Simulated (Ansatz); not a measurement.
Y: pressure and energy less free atoms against volume scale

All results are calculated (Ansatz 0.2.0). Periodic Kohn-Sham DFT of a crystal at fixed atoms, scaled to volume_scale times the given cell; pressure positive in compression, energy less spherical unpolarised free atoms, largest_vzz the field gradient of largest size among the nuclei.

The cell before it is scaled or strained (space group P6_3/mmc, No. 194):
```
cell vectors (Å)
   3.6515     0.0000     0.0000
  -1.8257     3.1623     0.0000
   0.0000     0.0000     5.7474
atoms (fractions of the cell vectors)
Y   0.33333  0.66667  0.25000
Y   0.66667  0.33333  0.75000
```

Settings of every row: method all-electron LAPW; functional PBE; relativity scalar; k mesh 12x12x7; filling fermi-dirac; smearing width 0.08 eV; basis error target 0.25 meV/atom; nucleus gaussian.

Atom start moment: 0 on all atoms.

```csv
row,volume scale,V (Å³/atom),pressure (GPa),energy less free atoms (eV/atom)
1,0.96,31.856,1.408,-4.6003
2,0.98,32.519,0.516,-4.6042
3,1,33.183,-0.307,-4.6046
4,1.02,33.847,?,?
5,1.04,34.51,-1.765,-4.5959
```

Question: what pressure and energy less free atoms should row 4 give?

Worked fit of pressure. Take u = (V_r/V)^(2/3) − 1 with V_r = 32.851 Å³ an atom, which is twice the finite (Eulerian) strain; such expansions in the strain, on which the Birch-Murnaghan equation of state is built, carry the rest volume and the bulk modulus. The shown rows have u = 0.02072, 0.00679, -0.00668, -0.03231. Least squares give pressure = 0.0963 + 61.081 × u + 107.53 × u² GPa; a straight line predicts inner rows, each left out in turn, worse (root mean square 0.047 against 9.4e-05 GPa). All shown rows lie on it to the printed digit. The pressure vanishes at u = -0.0016, or V = 32.93 Å³ an atom, and there the bulk modulus at fixed shape and fractions is B = −V dP/dV = (2/3)(1 + u) dP/du = 40.4 GPa. Letting shape and atoms relax would as a rule lower it, by much in layered, chain or molecular crystals. The withheld row has u = -0.01972, so the fit gives 0.0963 + 61.081 × (-0.01972) + 107.53 × (-0.01972)² = -1.066 GPa.

The calculation gave -1.066 GPa. The fit meets it to the printed digit.

Worked fit of energy less free atoms. Take u = (V_r/V)^(2/3) − 1 with V_r = 32.851 Å³ an atom, which is twice the finite (Eulerian) strain; such expansions in the strain, on which the Birch-Murnaghan equation of state is built, carry the rest volume and the bulk modulus. The shown rows have u = 0.02072, 0.00679, -0.00668, -0.03231. Least squares give energy less free atoms = −4.60483 + 0.0255 × u + 9.337 × u² eV/atom; a straight line predicts inner rows, each left out in turn, worse (root mean square 0.0041 against 4.9e-05 eV/atom). All shown rows lie on it to the printed digit. Its lowest point lies at u = -0.0014, or V = 32.92 Å³ an atom, and the curvature there gives the bulk modulus at fixed shape and fractions, B = (4/9)(1 + u)² E″(u)/V = 40.3 GPa. Letting shape and atoms relax would as a rule lower it, by much in layered, chain or molecular crystals. The withheld row has u = -0.01972, so the fit gives −4.60483 + 0.0255 × (-0.01972) + 9.337 × (-0.01972)² = -4.6017 eV/atom.

The calculation gave -4.6018 eV/atom. The fit lies 0.0001 eV/atom (1.1 % of the column's range) above it, one unit of the last digit.
